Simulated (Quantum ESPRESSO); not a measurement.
## Sb under changes of volume

One of the cells (26.213 Å³/atom); the others are scaled copies at fixed shape and fractional positions:

```xyz
1
Lattice="-1.8713 1.8713 1.8713 1.8713 -1.8713 1.8713 1.8713 1.8713 -1.8713" Properties=species:S:1:pos:R:3 pbc="T T T"
Sb    0.0000    0.0000    0.0000
```

This isn't the form of Sb at room conditions, which is rhombohedral.

* Program: Quantum ESPRESSO 7.5
* Functional: PBEsol
* Potentials or basis: GBRV 1.5 PBEsol
* Cutoff: 612 eV
* Density cutoff: 4898 eV
* k mesh: 10 × 10 × 10
* Occupations: fermi-dirac, width 0.05 eV
* Spin: no spin polarisation

```csv
volume (Å³/atom),energy over the lowest point (meV/atom),pressure (GPa)
24.640,23.72,4.6
25.165,10.51,2.9
25.689,2.81,1.3
26.213,0.00,-0.1
26.737,1.69,-1.4
27.262,?,?
27.786,16.79,-3.6
```

Question: What does the run at 27.262 Å³/atom give?

Answer: Energy over the lowest point 7.40 meV/atom; pressure -2.6 GPa.

Worked out: A Birch-Murnaghan fit of order 3 (a polynomial in V^(-2/3)) to the other rows has its minimum at 26.27 Å³/atom with B0 = V·E''(V) = 68 GPa and B' = 4.0. It gives 7.41 meV/atom at 27.262 Å³/atom, against the run's 7.40, and -dE/dV = -2.3 GPa, against -2.6.

Energies are extrapolated to zero smearing.
